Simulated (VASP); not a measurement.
# BP (F-43m) in VASP: further runs

One crystal, BP, is run at these levels: PBEsol; tasks: single point.

All numbers are computed with VASP 6.6.1; they aren't measurements. Logs are shortened: lines on timing, memory, paths and dates and some standing lists are left out, and cuts for length are marked.

## Step 1: The undisturbed crystal

It takes space group F-43m (No. 216, cubic). The conventional cell has a = 4.538 Å, b = 4.538 Å, c = 4.538 Å, α = 90.00°, β = 90.00°, γ = 90.00°. Around P (site symmetry -43m) lie 4 B at 1.97 Å. B (site symmetry -43m) has 4 P at 1.97 Å as nearest neighbours.

## Step 2: Single point, PBEsol (grid = ENCUT=400 dk=1.6 cell=2x2x2 ISMEAR=0 SIGMA=0.05 LREAL=Auto EDIFF=1e-06)

The input, INCAR:

```
SYSTEM = BP
PREC = Accurate
ENCUT = 400
EDIFF = 1E-6
ISMEAR = 0
SIGMA = 0.05
LREAL = Auto
LASPH = .TRUE.
NELM = 120
ALGO = Fast
ISIF = 2
LWAVE = .FALSE.
LCHARG = .FALSE.
GGA = PS
NBANDS = 40
```

The input, KPOINTS:

```
regular mesh
0
G
  1 1 1
  0 0 0
```

The input, POSCAR:

```
BP
1.0
    0.0000000000      4.5380000000      4.5380000000
    4.5380000000      0.0000000000      4.5380000000
    4.5380000000      4.5380000000      0.0000000000
B P
8 8
Direct
    0.3750000000      0.3750000000      0.3750000000
    0.0000000000      0.0000000000      0.0000000000
    0.0000000000      0.0000000000      0.5000000000
    0.0000000000      0.5000000000      0.0000000000
    0.5000000000      0.0000000000      0.0000000000
    0.5000000000      0.0000000000      0.5000000000
    0.5000000000      0.5000000000      0.0000000000
    0.5000000000      0.5000000000      0.5000000000
    0.3750000000      0.3750000000      0.8750000000
    0.3750000000      0.8750000000      0.3750000000
    0.3750000000      0.8750000000      0.8750000000
    0.8750000000      0.3750000000      0.3750000000
    0.8750000000      0.3750000000      0.8750000000
    0.8750000000      0.8750000000      0.3750000000
    0.8750000000      0.8750000000      0.8750000000
    0.0000000000      0.5000000000      0.5000000000
```

Potentials or basis: VASP PAW PBE potentials, release 64 (B, P).

The run is started by

```sh
$ cat potpaw_PBE.64/B/POTCAR potpaw_PBE.64/P/POTCAR > POTCAR
$ mpirun -np 1 vasp_std > vasp.out
```

OUTCAR:

```text
SYSTEM = BP
   PREC = Accurate
   ENCUT = 400
   EDIFF = 1E-6
   ISMEAR = 0
   LREAL = Auto
   LASPH = .TRUE.
   NELM = 120
   ISIF = 2
   GGA = PS

 Found      1 irreducible k-points:

 Following reciprocal coordinates:
            Coordinates               Weight
  0.000000  0.000000  0.000000      1.000000
   k-points           NKPTS =      1   k-points in BZ     NKDIM =      1   number of bands    NBANDS=     40
   number of dos      NEDOS =    301   number of ions     NIONS =     16
   total plane-waves  NPLWV =  74088
   dimension x,y,z NGX =    42 NGY =   42 NGZ =   42
   dimension x,y,z NGXF=    84 NGYF=   84 NGZF=   84
   ions per type =               8   8
   NGX,Y,Z   is equivalent  to a cutoff of  10.88, 10.88, 10.88 a.u.
   NGXF,Y,Z  is equivalent  to a cutoff of  21.76, 21.76, 21.76 a.u.
 SYSTEM =  BP
   PREC   = accura    normal or accurate (medium, high low for compatibility)
   ISTART =      0    job   : 0-new  1-cont  2-samecut
   ICHARG =      2    charge: 1-file 2-atom 10-const
   ISPIN  =      1    spin polarized calculation?
   LNONCOLLINEAR =      F non collinear calculations
   LSORBIT =      F    spin-orbit coupling
   LASPH  =      T    aspherical Exc in radial PAW
   ENCUT  =  400.0 eV  29.40 Ry    5.42 a.u.  10.47 10.47 10.47*2*pi/ulx,y,z
   NELM   =    120;   NELMIN=  2; NELMDL= -5     # of ELM steps
   EDIFF  = 0.1E-05   stopping-criterion for ELM
   LREAL  =      T    real-space projection
   EDIFFG = 0.1E-04   stopping-criterion for IOM
   NSW    =      0    number of steps for IOM
   IBRION =     -1    ionic relax: 0-MD 1-quasi-New 2-CG
   NFREE  =      0    steps in history (QN), initial steepest desc. (CG)
   ISIF   =      2    stress and relaxation
   ISYM   =      2    0-nonsym 1-usesym 2-fastsym
   POTIM  = 0.5000    time-step for ionic-motion
   TEBEG  =    0.0;   TEEND  =   0.0 temperature during run
   PSTRESS=    0.0 pullay stress
   NELECT =      64.0000    total number of electrons
   NUPDOWN=      -1.0000    fix difference up-down
   EMIN   =  10.00;   EMAX   =-10.00  energy-range for DOS
   EFERMI =   0.00;   METHOD = LEGACY
   ISMEAR =     0;   SIGMA  =   0.05  broadening in eV -4-tet -1-fermi 0-gaus
   EFERMI_NEDOS =   21; number of points for ismear=-14 and -15
   IALGO  =     68    algorithm
   IMIX   =      4    mixing-type and parameters
     AMIX     =   0.40;   BMIX     =  1.00
     AMIX_MAG =   1.60;   BMIX_MAG =  1.00
  volume/ion in A,a.u.               =      11.68        78.83
  Fermi-wavevector in a.u.,A,eV,Ry     =   1.145320  2.164342 17.847562  1.311759
  Thomas-Fermi vector in A             =   2.282009
   LORBIT       =      0    0 simple, 1 ext, 2 COOP (PROOUT), +10 PAW based schemes
   GGA     = PS    functional components
   LHFCALC =     F    Hartree Fock is set to
   AEXX    =    0.0000 exact exchange contribution
   IVDW    =     0    specifies the selected vdW correction
   LEPSILON=     F    determine dielectric tensor
   LRPA    =     F    only Hartree local field effects (RPA)
 non-spin polarized calculation
 RMM-DIIS sequential band-by-band and
 Gauss-broadening in eV      SIGMA  =   0.05
  energy-cutoff  :      400.00
  volume of cell :      186.91
 maximum number of plane-waves:      3479
 NGX is ok and might be reduce to    42
   NGX = 21   NGY = 21   NGZ = 21

 number of electron      64.0000014 magnetization

 Free energy of the ion-electron system (eV)
  ---------------------------------------------------
  ext. energy  EPLUGINS =         0.00000000
  ---------------------------------------------------
  free energy    TOTEN  =       -81.35279925 eV

  energy without entropy =      -81.27520902  energy(sigma->0) =      -81.31400413

 E-fermi :   8.1939     XC(G=0): -10.9534

 val. band max:        8.1614407367   @ k =   0.0000   0.0000   0.0000
 cond. band min:       8.2292875911   @ k =   0.0000   0.0000   0.0000
 fundamental gap:      0.0678468543
 Fermi energy:         8.1938762969

 k-point     1 :       0.0000    0.0000    0.0000
  band No.  band energies     occupation
      1      -8.8735      2.00000
      2      -5.9790      2.00000
      3      -5.1068      2.00000
      4      -5.1068      2.00000
      5      -3.9954      2.00000
      6      -3.3174      2.00000
[... 32 lines left out ...]
     39      10.4185      0.00000
     40      10.5823      0.00000

------------------------ aborting loop because EDIFF is reached ----------------------------------------

  FORCE on cell =-STRESS in cart. coord.  units (eV):
  Direction    XX          YY          ZZ          XY          YZ          ZX
  --------------------------------------------------------------------------------------
  -------------------------------------------------------------------------------------
  Total       18.6799659     18.6799659     18.6799659      2.0156829     -2.0156829      2.0156829
  in kB      160.1264926    160.1264926    160.1264926     17.2786310    -17.2786310     17.2786310
  external PRESSURE =     160.1264926 kB  Pullay stress =       0.0000000 kB

 VOLUME and BASIS-vectors are now :
 -----------------------------------------------------------------------------
  energy-cutoff  :      400.00
  volume of cell :      186.91
      direct lattice vectors                 reciprocal lattice vectors
     0.000000000  4.538000000  4.538000000    -0.110180696  0.110180696  0.110180696
     4.538000000  0.000000000  4.538000000     0.110180696 -0.110180696  0.110180696
     4.538000000  4.538000000  0.000000000     0.110180696  0.110180696 -0.110180696

 POSITION                                       TOTAL-FORCE (eV/Angst)
 -----------------------------------------------------------------------------------
      3.40350      3.40350      3.40350         0.297462     -0.297462     -0.297462
      0.00000      0.00000      0.00000        -0.566230      0.157653      0.157653
      2.26900      2.26900      0.00000        -0.157653      0.566230      0.157653
      2.26900      0.00000      2.26900        -0.157653      0.157653      0.566230
      0.00000      2.26900      2.26900         0.205634     -0.205634     -0.205634
      2.26900      4.53800      2.26900         0.269993     -0.269993      0.061732
[... 8 lines left out ...]
      7.94150      7.94150      7.94150         0.211701     -0.211701     -0.211701
      4.53800      2.26900      2.26900        -3.201233      3.201233      3.201233
 -----------------------------------------------------------------------------------
    total drift:                                0.000539     -0.000533     -0.000534

  FREE ENERGIE OF THE ION-ELECTRON SYSTEM (eV)
  ---------------------------------------------------
  free  energy   TOTEN  =       -81.3527992473 eV

  energy  without entropy=      -81.2752090171  energy(sigma->0) =      -81.31400413
```

Run time: 20 s. Hardware: 1 thread of Intel Xeon 6975P-C (Granite Rapids), shared host; peak memory 0.24 GiB.

These settings aren't checked as converged: the numbers below hold their error.

What came out:

```yaml
Free_energy: -81.3528 eV
Pressure: 16.0 GPa
Largest_force: 5.545 eV/Å
Band_gap_on_the_k_mesh: 0.07 eV, direct
```

Caveat: the PAW data sets were made with another functional, which shifts forces and pressure a little.

## Step 3: Single point, PBEsol (grid = ENCUT=400 dk=0.9 cell=2x2x2 ISMEAR=0 SIGMA=0.05 LREAL=Auto EDIFF=1e-06)

INCAR is that of step 2.

The input, KPOINTS:

```
regular mesh
0
G
  2 2 2
  0 0 0
```

POSCAR is that of step 2.

Potentials or basis: VASP PAW PBE potentials, release 64 (B, P).

The run is started by

```sh
$ cat potpaw_PBE.64/B/POTCAR potpaw_PBE.64/P/POTCAR > POTCAR
$ mpirun -np 1 vasp_std > vasp.out
```

Wall time 28 s (1 thread of Intel Xeon 6975P-C (Granite Rapids), shared host); peak memory 0.24 GiB.

The run converged, but some of its settings lie outside the range that counts as converged, so its numbers aren't taken as properties of the crystal.

Results:

| Property | Result |
| --- | --- |
| Free energy | -103.3174 eV |
| Pressure | 3.2 GPa |
| Largest force | 6.306 eV/Å |
| Band gap on the k mesh | 0.03 eV, direct |

Caveat: the k mesh is coarse (spacing up to 0.60 Å⁻¹), so the values aren't converged; the PAW data sets were made with another functional, which shifts forces and pressure a little.

## Step 4: Single point, PBEsol (grid = ENCUT=400 dk=0.6 cell=2x2x2 ISMEAR=0 SIGMA=0.05 LREAL=Auto EDIFF=1e-06)

INCAR is that of step 3.

KPOINTS is that of step 3.

POSCAR is that of step 3.

Potentials or basis: VASP PAW PBE potentials, release 64 (B, P).

The run is started by

```sh
$ cat potpaw_PBE.64/B/POTCAR potpaw_PBE.64/P/POTCAR > POTCAR
$ mpirun -np 1 vasp_std > vasp.out
```

OUTCAR:

```text
SYSTEM = BP
   PREC = Accurate
   ENCUT = 400
   EDIFF = 1E-6
   ISMEAR = 0
   LREAL = Auto
   LASPH = .TRUE.
   NELM = 120
   ISIF = 2
   GGA = PS

 Found      4 irreducible k-points:

 Following reciprocal coordinates:
            Coordinates               Weight
  0.000000  0.000000  0.000000      1.000000
  0.500000  0.000000  0.000000      1.000000
  0.000000  0.500000  0.000000      3.000000
  0.500000  0.500000  0.000000      3.000000
   k-points           NKPTS =      4   k-points in BZ     NKDIM =      4   number of bands    NBANDS=     40
   number of dos      NEDOS =    301   number of ions     NIONS =     16
   total plane-waves  NPLWV =  74088
   dimension x,y,z NGX =    42 NGY =   42 NGZ =   42
   dimension x,y,z NGXF=    84 NGYF=   84 NGZF=   84
   ions per type =               8   8
   NGX,Y,Z   is equivalent  to a cutoff of  10.88, 10.88, 10.88 a.u.
   NGXF,Y,Z  is equivalent  to a cutoff of  21.76, 21.76, 21.76 a.u.
 SYSTEM =  BP
   PREC   = accura    normal or accurate (medium, high low for compatibility)
   ISTART =      0    job   : 0-new  1-cont  2-samecut
   ICHARG =      2    charge: 1-file 2-atom 10-const
   ISPIN  =      1    spin polarized calculation?
   LNONCOLLINEAR =      F non collinear calculations
[... 64 lines left out ...]
      1      -9.1506      2.00000
      2      -6.2007      2.00000
      3      -5.3815      2.00000
      4      -5.3815      2.00000
      5      -4.2165      2.00000
      6      -3.4933      2.00000
[... 161 lines left out ...]
     39      11.9024      0.00000
     40      12.1914      0.00000

------------------------ aborting loop because EDIFF is reached ----------------------------------------

  FORCE on cell =-STRESS in cart. coord.  units (eV):
  Direction    XX          YY          ZZ          XY          YZ          ZX
  --------------------------------------------------------------------------------------
  -------------------------------------------------------------------------------------
  Total        3.7305165      3.7305165      3.7305165      2.7665927     -2.7665927      2.7665927
  in kB       31.9783520     31.9783520     31.9783520     23.7155032    -23.7155032     23.7155032
  external PRESSURE =      31.9783520 kB  Pullay stress =       0.0000000 kB

 VOLUME and BASIS-vectors are now :
 -----------------------------------------------------------------------------
  energy-cutoff  :      400.00
  volume of cell :      186.91
      direct lattice vectors                 reciprocal lattice vectors
     0.000000000  4.538000000  4.538000000    -0.110180696  0.110180696  0.110180696
     4.538000000  0.000000000  4.538000000     0.110180696 -0.110180696  0.110180696
     4.538000000  4.538000000  0.000000000     0.110180696  0.110180696 -0.110180696

 POSITION                                       TOTAL-FORCE (eV/Angst)
 -----------------------------------------------------------------------------------
      3.40350      3.40350      3.40350        -1.035733      1.035733      1.035733
      0.00000      0.00000      0.00000        -0.725388      0.140174      0.140174
      2.26900      2.26900      0.00000        -0.140174      0.725388      0.140174
      2.26900      0.00000      2.26900        -0.140174      0.140174      0.725388
      0.00000      2.26900      2.26900         0.134758     -0.134758     -0.134758
      2.26900      4.53800      2.26900         1.090466     -1.090466      0.596759
[... 8 lines left out ...]
      7.94150      7.94150      7.94150         0.193150     -0.193150     -0.193150
      4.53800      2.26900      2.26900        -3.640815      3.640815      3.640815
 -----------------------------------------------------------------------------------
    total drift:                                0.000292     -0.000286     -0.000287

  FREE ENERGIE OF THE ION-ELECTRON SYSTEM (eV)
  ---------------------------------------------------
  free  energy   TOTEN  =      -103.3174037879 eV

  energy  without entropy=     -103.3043547755  energy(sigma->0) =     -103.31087928
```

Run time: 24 s. Hardware: 1 thread of Intel Xeon 6975P-C (Granite Rapids), shared host; peak memory 0.25 GiB.

These settings aren't checked as converged: the numbers below hold their error.

Results:

```
Free energy            : -103.3174 eV
Pressure               : 3.2 GPa
Largest force          : 6.306 eV/Å
Band gap on the k mesh : 0.03 eV, direct
```

Caveat: the k mesh is coarse (spacing up to 0.60 Å⁻¹), so the values aren't converged; the PAW data sets were made with another functional, which shifts forces and pressure a little.

## Step 5: Single point, PBEsol (grid = ENCUT=280 dk=0.45 cell=2x2x2 ISMEAR=0 SIGMA=0.05 LREAL=Auto EDIFF=1e-06)

Edit INCAR of step 4 so:

```diff
@@ -2,3 +2,3 @@
 PREC = Accurate
-ENCUT = 400
+ENCUT = 280
 EDIFF = 1E-6
```

The input, KPOINTS:

```
regular mesh
0
G
  3 3 3
  0 0 0
```

POSCAR is that of step 4.

The run is started by

```sh
$ cat potpaw_PBE.64/B/POTCAR potpaw_PBE.64/P/POTCAR > POTCAR
$ mpirun -np 1 vasp_std > vasp.out
```

It took 24 s on 1 thread of Intel Xeon 6975P-C (Granite Rapids), shared host; peak memory 0.19 GiB.

The run converged, but a check on its numbers failed (symmetry, net force, bounds or a known fault of this set-up), so they aren't taken as properties of the crystal.

Caveat: the cutoff lies under the usual one of these potentials, so the numbers hold a large basis-set error; the PAW data sets were made with another functional, which shifts forces and pressure a little.

## Step 6: Single point, PBEsol (grid = ENCUT=340 dk=0.45 cell=2x2x2 ISMEAR=0 SIGMA=0.05 LREAL=Auto EDIFF=1e-06)

Edit INCAR of step 5 so:

```diff
@@ -2,3 +2,3 @@
 PREC = Accurate
-ENCUT = 280
+ENCUT = 340
 EDIFF = 1E-6
```

KPOINTS is that of step 5.

POSCAR is that of step 5.

Potentials or basis: VASP PAW PBE potentials, release 64 (B, P).

The run is started by

```sh
$ cat potpaw_PBE.64/B/POTCAR potpaw_PBE.64/P/POTCAR > POTCAR
$ mpirun -np 1 vasp_std > vasp.out
```

It took 29 s on 1 thread of Intel Xeon 6975P-C (Granite Rapids), shared host; peak memory 0.23 GiB.

These settings aren't checked as converged: the numbers below hold their error.

Results:

```yaml
Free_energy: -104.5488 eV
Largest_force: 6.581 eV/Å
Band_gap_on_the_k_mesh: 0.09 eV, direct
```

Caveat: the cutoff is under 1.25 times the usual one of these potentials, so pressure, stress and relaxed cells hold a basis-set (Pulay) error; the PAW data sets were made with another functional, which shifts forces and pressure a little.

## Step 7: For comparison

An earlier run on the cell as given: functional PBEsol; potentials or basis VASP PAW PBE potentials, release 64 (P, B); cutoff 520 eV; k mesh 10 × 10 × 10; occupations fermi-dirac, width 0.05 eV; no spin polarisation.

- Pressure: -1.9 GPa
- Band gap on the k mesh: 1.13 eV, indirect (least direct gap 3.36 eV)
